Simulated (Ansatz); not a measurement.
**NaCl under changes of volume**

One of the cells (21.478 Å³/atom); the others are scaled copies at fixed shape and fractional positions:

```xyz
2
Lattice="3.5022 0.0000 0.0000 0.0000 3.5022 0.0000 0.0000 0.0000 3.5022" Properties=species:S:1:pos:R:3 pbc="T T T"
Cl    1.7511    1.7511    1.7511
Na    0.0000    0.0000    0.0000
```

Measurements of this composition are mostly on another form, of space group No. 225.

| Item | Value |
| --- | --- |
| Program | Ansatz 0.2.0 |
| Functional | LDA |
| Potentials or basis | Ansatz PAW |
| Cutoff | 420 eV (not typed: the program's choice for these potentials) |
| k mesh | 8 × 8 × 8 |
| Occupations | fermi-dirac, width 0.05 eV |
| Spin | no spin polarisation |

```tsv
volume (Å³/atom)	energy over the lowest point (meV/atom)	pressure (GPa)	gap on the mesh (eV)
20.189	0.00	-1.7	3.81
20.619	5.23	-2.2	3.73
21.048	?	?	?
21.478	19.54	-3.1	3.60
21.907	28.31	-3.4	3.54
22.337	37.99	-3.8	3.48
22.766	48.45	-4.0	3.43
```

**Question.** What does the run at 21.048 Å³/atom give?

**Answer.** Energy over the lowest point 11.80 meV/atom; pressure -2.7 GPa; gap on the mesh 3.67 eV.

Worked out: A Birch-Murnaghan fit of order 3 (a polynomial in V^(-2/3)) to the other rows has no minimum within the range. It gives 11.79 meV/atom at 21.048 Å³/atom, against the run's 11.80, and -dE/dV = -2.7 GPa, against -2.7. A straight line through the other rows of the gap, of slope -3.16 eV per unit of ln V, gives 3.67 eV, against the run's 3.67.

Energies are extrapolated to zero smearing.

Caveats: the PAW data sets come from PBE, with cores solved anew for the run's functional, which leaves a small shift of forces and pressure.

A mesh can miss the band edges.
